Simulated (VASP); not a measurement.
All values below come from r2SCAN meta-GGA, VASP's PBE PAW potentials (set 64) (plane waves; VASP).

VASP ran on this input.

### KPOINTS
```
Automatic mesh
0
Gamma
6 6 6
0 0 0
```

POSCAR:
```
BaF2
1
    0.0000000000     3.0881704996     3.0881704996
    3.0881704996     0.0000000000     3.0881704996
    3.0881704996     3.0881704996    -0.0000000000
Ba F
1 2
Direct
  0.0000000000   1.0000000000   0.0000000000
  0.2500000000   0.2500000000   0.2500000000
  0.7500000000   0.7500000000   0.7500000000
```

INCAR:
```
SYSTEM=BaF2
PREC=Accurate; ENCUT=520; LREAL=.FALSE.
LASPH=.TRUE.
EDIFF=1E-6; NELM=100; ALGO=Normal
LMAXMIX=4; LMIXTAU=.TRUE.
ISMEAR=0; SIGMA=0.05
METAGGA=R2SCAN
IBRION=2; NSW=60; ISIF=3
EDIFFG=-0.02
LWAVE=.FALSE.; LCHARG=.FALSE.
```

POTCAR, in this order: Ba_sv F (PBE.64 set). Program: vasp_std.

Output

OSZICAR:
```
       N       E                     dE             d eps       ncg     rms          rms(c)
DAV:   1     0.130726132385E+03    0.13073E+03   -0.13741E+04   512   0.144E+03
DAV:   2    -0.477310410387E+02   -0.17846E+03   -0.17250E+03   648   0.302E+02
DAV:   3    -0.541316497232E+02   -0.64006E+01   -0.63922E+01   728   0.662E+01
DAV:   4    -0.541957173887E+02   -0.64068E-01   -0.64051E-01   640   0.589E+00
DAV:   5    -0.541977743254E+02   -0.20569E-02   -0.20569E-02   736   0.611E-01    0.803E+00
DAV:   6    -0.459487651555E+02    0.82490E+01   -0.41533E+00   680   0.179E+01    0.364E+00
DAV:   7    -0.446124137118E+02    0.13364E+01   -0.17044E+00   528   0.142E+01    0.218E+00
DAV:   8    -0.483365193413E+02   -0.37241E+01   -0.11777E+00   528   0.129E+01    0.879E-01
DAV:   9    -0.446595408022E+02    0.36770E+01   -0.53941E-01   512   0.674E+00    0.926E-01
DAV:  10    -0.450239586196E+02   -0.36442E+00   -0.34635E-01   528   0.552E+00    0.306E-01
DAV:  11    -0.449083819324E+02    0.11558E+00   -0.58385E-02   512   0.236E+00    0.291E-01
DAV:  12    -0.450516460060E+02   -0.14326E+00   -0.76924E-02   512   0.287E+00    0.112E-01
DAV:  13    -0.450534184620E+02   -0.17725E-02   -0.13871E-03   600   0.449E-01    0.674E-02
DAV:  14    -0.450543644734E+02   -0.94601E-03   -0.90695E-04   576   0.271E-01    0.220E-02
DAV:  15    -0.450543590211E+02    0.54522E-05   -0.98056E-05   568   0.129E-01    0.130E-02
DAV:  16    -0.450542971316E+02    0.61890E-04   -0.30520E-05   592   0.799E-02    0.751E-03
DAV:  17    -0.450545737167E+02   -0.27659E-03   -0.81073E-05   512   0.111E-01    0.982E-03
DAV:  18    -0.450545735926E+02    0.12404E-06   -0.14511E-06   528   0.139E-02
   1 F= -.45054574E+02 E0= -.45054574E+02  d E =-.450546E+02
       N       E                     dE             d eps       ncg     rms          rms(c)
DAV:   1    -0.452300508786E+02   -0.17548E+00   -0.40756E+00   520   0.187E+01    0.331E+00
DAV:   2    -0.450684986458E+02    0.16155E+00   -0.80665E-01   512   0.708E+00    0.568E-01
DAV:   3    -0.450576609038E+02    0.10838E-01   -0.19125E-02   520   0.146E+00    0.295E-01
DAV:   4    -0.450429669518E+02    0.14694E-01   -0.21560E-02   664   0.177E+00    0.934E-02
DAV:   5    -0.450590341651E+02   -0.16067E-01   -0.97319E-03   512   0.132E+00    0.468E-02
DAV:   6    -0.450569313232E+02    0.21028E-02   -0.30403E-03   512   0.719E-01    0.311E-02
DAV:   7    -0.450608821015E+02   -0.39508E-02   -0.12882E-03   512   0.480E-01    0.220E-02
DAV:   8    -0.450612907560E+02   -0.40865E-03   -0.15477E-04   552   0.143E-01    0.803E-03
DAV:   9    -0.450612919313E+02   -0.11753E-05   -0.39260E-06   656   0.194E-02    0.550E-03
DAV:  10    -0.450612968336E+02   -0.49023E-05   -0.55399E-06   528   0.279E-02    0.945E-04
DAV:  11    -0.450613014782E+02   -0.46447E-05   -0.97543E-07   400   0.133E-02    0.795E-04
DAV:  12    -0.450613030792E+02   -0.16010E-05   -0.54653E-07   384   0.920E-03    0.236E-04
DAV:  13    -0.450613031432E+02   -0.64010E-07   -0.48505E-08   256   0.288E-03
   2 F= -.45061303E+02 E0= -.45061303E+02  d E =-.672955E-02
       N       E                     dE             d eps       ncg     rms          rms(c)
DAV:   1    -0.450672739682E+02   -0.59709E-02   -0.13455E-01   520   0.342E+00    0.606E-01
DAV:   2    -0.450618688821E+02    0.54051E-02   -0.27340E-02   512   0.130E+00    0.104E-01
DAV:   3    -0.450615265271E+02    0.34235E-03   -0.64442E-04   512   0.265E-01    0.544E-02
DAV:   4    -0.450608389407E+02    0.68759E-03   -0.70176E-04   688   0.309E-01    0.160E-02
DAV:   5    -0.450615440979E+02   -0.70516E-03   -0.29458E-04   512   0.223E-01    0.101E-02
DAV:   6    -0.450613386809E+02    0.20542E-03   -0.13161E-04   512   0.140E-01    0.634E-03
DAV:   7    -0.450615985645E+02   -0.25988E-03   -0.51879E-05   512   0.961E-02    0.456E-03
DAV:   8    -0.450616083558E+02   -0.97913E-05   -0.58323E-06   560   0.264E-02    0.132E-03
DAV:   9    -0.450616080882E+02    0.26760E-06   -0.16051E-07   424   0.454E-03
   3 F= -.45061608E+02 E0= -.45061608E+02  d E =-.703450E-02
```

OUTCAR:
```
------------------------ aborting loop because EDIFF is reached ----------------------------------------
  FORCE on cell =-STRESS in cart. coord.  units (eV):
  Direction    XX          YY          ZZ          XY          YZ          ZX
  --------------------------------------------------------------------------------------
  Total        0.0091579      0.0091579      0.0091579      0.0000000     -0.0000000      0.0000000
  in kB        0.2432146      0.2432146      0.2432146      0.0000000     -0.0000000      0.0000000
  external PRESSURE =       0.2432146 kB  Pullay stress =       0.0000000 kB
  volume of cell :       60.33
      direct lattice vectors                 reciprocal lattice vectors
     0.000000000  3.112876892  3.112876892    -0.160623120  0.160623120  0.160623120
     3.112876892 -0.000000000  3.112876892     0.160623120 -0.160623120  0.160623120
     3.112876892  3.112876892 -0.000000000     0.160623120  0.160623120 -0.160623120
 POSITION                                       TOTAL-FORCE (eV/Angst)
 -----------------------------------------------------------------------------------
      0.00000     -0.00000      0.00000        -0.000000     -0.000000     -0.000000
      1.55644      1.55644      1.55644         0.000000      0.000000     -0.000000
      4.66932      4.66932      4.66932         0.000000     -0.000000      0.000000
 -----------------------------------------------------------------------------------
    total drift:                               -0.000000     -0.000000      0.000000
  FREE ENERGIE OF THE ION-ELECTRON SYSTEM (eV)
  ---------------------------------------------------
  free  energy   TOTEN  =       -45.0616080882 eV

  energy  without entropy=      -45.0616080882  energy(sigma->0) =      -45.06160809

 reached required accuracy - stopping structural energy minimisation
```
(Selected blocks of OUTCAR.)

CONTCAR:
```
BaF2
   1.00000000000000
     0.0000000000000000    3.1128768920112884    3.1128768920112884
     3.1128768920112884   -0.0000000000000000    3.1128768920112884
     3.1128768920112884    3.1128768920112884   -0.0000000000000000
  Ba              F
     1     2
Direct
     0.0000000000000000    0.0000000000000000    0.0000000000000000
     0.2500000000000000    0.2500000000000000    0.2500000000000000
     0.7500000000000000    0.7500000000000000    0.7500000000000000
```

### OUTCAR
```
 val. band max:       -2.6505493211   @ k =  -0.1667   0.1667   0.0000

 cond. band min:       4.6387312411   @ k =   0.0000   0.0000   0.0000


 Fermi energy:        -2.3479701542

 k-point     1 :       0.0000    0.0000    0.0000
  band No.  band energies     occupation
      1     -26.3101      2.00000
      2     -22.7065      2.00000
      3     -22.5931      2.00000
      4     -10.6798      2.00000
      5     -10.6798      2.00000
      6     -10.6798      2.00000
      7      -4.0785      2.00000
      8      -4.0785      2.00000
      9      -4.0785      2.00000
     10      -2.7139      2.00000
     11      -2.7139      2.00000
     12      -2.7139      2.00000
     13       4.6387      0.00000
     14       7.2119      0.00000
     15       7.2119      0.00000
     16       9.5225      0.00000

 k-point     2 :       0.1667    0.0000    0.0000
  band No.  band energies     occupation
      1     -26.2535      2.00000
      2     -22.7307      2.00000
      3     -22.6600      2.00000
      4     -10.7265      2.00000
      5     -10.7195      2.00000
      6     -10.7195      2.00000
      7      -3.9701      2.00000
      8      -3.9701      2.00000
      9      -3.8096      2.00000
     10      -2.8852      2.00000
     11      -2.7484      2.00000
     12      -2.7484      2.00000
     13       5.2161      0.00000
     14       7.1835      0.00000
     15       7.1835      0.00000
     16       9.2026      0.00000

 k-point     3 :       0.3333    0.0000    0.0000
  band No.  band energies     occupation
      1     -26.1322      2.00000
      2     -22.8449      2.00000
      3     -22.7379      2.00000
      4     -10.8077      2.00000
      5     -10.7961      2.00000
      6     -10.7961      2.00000
      7      -3.7707      2.00000
      8      -3.7707      2.00000
      9      -3.2741      2.00000
     10      -3.1523      2.00000
     11      -2.7956      2.00000
     12      -2.7955      2.00000
     13       6.3148      0.00000
...
```

Energy and stress use the plane-wave basis of the starting cell. Unless said otherwise, spin-orbit coupling is left out, though it shifts the bands of the heavy elements here.

The compound is BaF2 in the fluorite structure. This run relaxes it. Symmetry was kept, so distortions that lower it aren't found. The start is the result of an earlier pass.
